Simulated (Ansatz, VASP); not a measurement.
# Two plane-wave programs on BaTiO3

The input INCAR:

```
ALGO = Normal
EDIFF = 1E-6
ENCUT = 520
GGA = PE
ISIF = 2
ISMEAR = -1
LASPH = T
LCHARG = F
LREAL = F
LWAVE = F
NBANDS = 28
NELM = 60
PREC = Accurate
SIGMA = 0.02
```

File KPOINTS:

```
k-points
0
Gamma
  6 6 6
```

Contents of POSCAR:

```
BaTiO3
1.0
    3.8782201961      0.0000000000      0.0000000000
    0.0000000000      3.8782201961      0.0000000000
    0.0000000000      0.0000000000      4.0147687457
Ba Ti O
1 1 3
Direct
    0.0000000000      0.0000000000      0.0012632189
    0.5000000000      0.5000000000      0.4865967829
    0.5000000000      0.5000000000      0.0232325493
    0.5000000000      0.0000000000      0.5159537245
    0.0000000000      0.5000000000      0.5159537245
```

Input for Ansatz:

```yaml
crystal:
  lattice:
    - [3.8782201961, 0.0, 0.0]
    - [0.0, 3.8782201961, 0.0]
    - [0.0, 0.0, 4.0147687457]
  atoms:
    - { symbol: Ba, position: [0.0, 0.0, 0.0012632189] }
    - { symbol: Ti, position: [0.5, 0.5, 0.4865967829] }
    - { symbol: O, position: [0.5, 0.5, 0.0232325493] }
    - { symbol: O, position: [0.5, 0.0, 0.5159537245] }
    - { symbol: O, position: [0.0, 0.5, 0.5159537245] }
kpoints:
  mp_grid: { grid: [6, 6, 6] }
  band_path:
    path:
      - [0.0, 0.0, 0.0]
      - [0.0, 0.5, 0.0]
      - [0.5, 0.5, 0.0]
      - [0.0, 0.0, 0.5]
      - [0.0, 0.5, 0.5]
      - [0.5, 0.5, 0.5]
      - [-0.5, -0.5, 0.489583]
    npoints: 1
hamiltonian:
  xc: pbe
scf:
  occupations: { method: fermi_dirac, width: 0.02 }
  n_extra_bands: 5
output:
  forces: true
  stress: true
  eigenvalues: true
```

Change from the starting cell: hydrostatic strain -2.4%.

Alike in both runs: task single point; functional PBE; k mesh 6 × 6 × 6; occupations fermi-dirac, width 0.02 eV; no spin polarisation.

|  | VASP | Ansatz |
| --- | --- | --- |
| version | VASP 6.6.1 | Ansatz 0.2.0 |
| potentials or method | VASP PAW PBE potentials, release 64 (Ba_sv, Ti_sv, O) | plane waves, PAW |
| plane-wave cutoff (eV) | 520 | 420 |
| valence electrons in the cell | 40 | 40 |

```tsv
	VASP	Ansatz	Ansatz less VASP
gap on the k mesh at the Fermi level (eV)	1.89	1.96	+0.070
pressure (GPa)	17.8	15.5	-2.29
largest component of the traceless stress (GPa)	3.50	3.40	-0.093
rms of the force components (eV/Å)	0.037	0.027	-0.0103
```

Atom by atom the forces differ by 0.016 eV/Å (rms over components). The functional is the same, so the differences come from potentials, cutoffs and numerics.

Caveats: so large a pressure means that the cell lies far from this level's equilibrium, or that cutoff or potentials fall short (VASP); spin-orbit coupling is left out, which moves the levels of the heavy elements. A k mesh can miss the band edges.
